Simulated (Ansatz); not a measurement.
Ligand exchange: C2H3ClO + GaH2(OH) → C2H4O2 + GaH2Cl

Species: C2H3ClO `CC(=O)Cl`, singlet; GaH2(OH), singlet; C2H4O2 (acetic acid) `CC(=O)O`, singlet; GaH2Cl `[Cl][GaH2]`, singlet. The partners trade Cl for OH: C–Cl and Ga–OH bonds give way to C–OH and Ga–Cl.

Shapes, held fixed at every level: PBE0-D4/def2-TZVP. Flexible molecules stand in one conformer, not always the lowest. Programs: Ansatz 0.2.0. The zero-point and thermal change to 298 K, harmonic and unscaled (PBE0-D4/def2-TZVP), is +5.2 kJ/mol.

Task: Estimate ΔH(298 K) of this reaction.

Result: The highest level, CCSD(T)/def2-TZVPP, gives ΔH(298 K) = -95.3 kJ/mol; the levels span -151.2 to -90.2. The column of differences is taken from that level and isn't an error. No measured value is set beside it here. Relativity is left out for Ga. Outer-core shells of Ga are correlated, in sets that cover them unevenly.

```json
{"level": "HF/def2-SVP", "kind": "Hartree–Fock", "ΔH(298 K) (kJ/mol)": "-151.2", "less CCSD(T)/def2-TZVPP": "-55.9"}
{"level": "SPW92/def2-TZVPP", "kind": "LDA", "ΔH(298 K) (kJ/mol)": "-95.5", "less CCSD(T)/def2-TZVPP": "-0.2"}
{"level": "B3LYP-D4/def2-TZVPP", "kind": "global hybrid", "ΔH(298 K) (kJ/mol)": "-95.0", "less CCSD(T)/def2-TZVPP": "+0.3"}
{"level": "wB97M-V/def2-TZVPP", "kind": "range-separated hybrid", "ΔH(298 K) (kJ/mol)": "-102.3", "less CCSD(T)/def2-TZVPP": "-7.0"}
{"level": "B2PLYP/def2-TZVPP", "kind": "double hybrid", "ΔH(298 K) (kJ/mol)": "-94.2", "less CCSD(T)/def2-TZVPP": "+1.1"}
{"level": "MP2/def2-TZVPP", "kind": "perturbation theory", "ΔH(298 K) (kJ/mol)": "-90.2", "less CCSD(T)/def2-TZVPP": "+5.1"}
{"level": "CCSD/def2-SVP", "kind": "coupled cluster or CI", "ΔH(298 K) (kJ/mol)": "-116.5", "less CCSD(T)/def2-TZVPP": "-21.2"}
{"level": "CCSD(T)/def2-TZVPP", "kind": "coupled cluster or CI", "ΔH(298 K) (kJ/mol)": "-95.3", "less CCSD(T)/def2-TZVPP": "0.0"}
```
